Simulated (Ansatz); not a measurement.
Free-standing chains of the atoms of Li, named by their start (strip: triangular double chain, ladder: square double chain); atoms and period are relaxed, and energies count from relaxed bulk Li (Fm-3m, not its usual structure, 20.15 Å³/atom, gap on the mesh 0.00 eV).

Computed with DFT PBE, scalar-relativistic, plane waves, PAW (Ansatz).

Settings: cutoff 420 eV, Γ-centred mesh 1×1×23 on the computed 1-atom cell, Gaussian smearing of 0.05 eV; collinear spin from starting moments 0.5 μB.

Start (linear chain):

```yaml
crystal:
  lattice:
    - [9.00000, 0.00000, 0.00000]
    - [0.00000, 9.30000, 0.00000]
    - [0.00000, 0.00000, 2.74904]
  atoms:
    - { symbol: Li, position: [0.50000, 0.50000, 0.00000] }
```

**Question.** Relax it.

**Answer.** The free energy falls by 28 meV/atom.

```
excess energy (eV per host atom)                      : 1.040
period (Å)                                            : 3.000
gap on the mesh (eV)                                  : 0
highest filled level or Fermi level under vacuum (eV) : 3.42
size of the moment (μB per cell)                      : 0.03
```

Relaxed structure:
```xyz
1
Lattice="9.0000 0.0000 0.0000 0.0000 9.3000 0.0000 0.0000 0.0000 2.9996" Properties=species:S:1:pos:R:3 pbc="T T T"
Li    4.5000    4.6500    0.0000
```

Each run keeps its start's symmetry and one magnetic start, so lower states can exist.

Time: 5.5 s on 2 threads of AMD EPYC 9R45 96-Core Processor (Zen 5) (shared host), peak memory 0.47 GiB.